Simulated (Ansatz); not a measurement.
One crystal and one scan (scan of one atom of the cell) at two levels, PBE (plane waves to 420 eV, PAW, scalar-relativistic; Ansatz, a first-principles code) and r2SCAN (plane waves to 500 eV, PAW, scalar-relativistic; Ansatz), each from its own relaxed cell and on its own mesh.

The crystal is ZrO$_{2}$ (tetragonal-ZrO2 type, space group P4_2/nmc); one O atom of a 6-atom cell moves by s along Cartesian [111], with its periodic images.

Energies are smeared free energies. This is a high-temperature form of ZrO2. ZrO2 is run without spin polarisation. ZrO2 was relaxed with its symmetry unable to fall. (PBE) Left out: 3 of 11 points, with atoms too close for the PAW data. (r2SCAN) Left out: 3 of 11 points, with atoms too close for the PAW data. Both scans cover s from -0.620 to 0.248 Å.

```
quantity                                                          run 1  run 2
----------------------------------------------------------------  -----  -----
Lattice constant a (Å)                                            3.621  3.601
Lattice constant c (Å)                                            5.283  5.228
Relaxed volume (Å³/atom)                                          11.54  11.30
Band gap of the relaxed cell, no spin-orbit coupling (eV)          4.04   4.60
Energy at s = 0.248 Å (meV/cell)                                    376    410
Force along the line at s = -0.620 Å (eV/Å)                       7.088  7.998
Force constant k = d²E/ds² at s = 0 (finite differences) (eV/Å²)  11.04  12.13
```

Which run is which level?

Run 1 is PBE, run 2 is r2SCAN. PBE gives the higher value for: lattice constant a; lattice constant c; relaxed volume. PBE gives the lower value for: band gap of the relaxed cell, no spin-orbit coupling; energy at s = 0.248 Å; force along the line at s = -0.620 Å; force constant k = d²E/ds² at s = 0. Both give the same symmetry of the curve: not even: the positive side lies higher at ±0.248 Å. Neither level is exact: the differences show how much the result hangs on the functional.

(A displaced cell: forces are minus the slopes of the energy, force constants its curvatures, and phonons follow from these.)
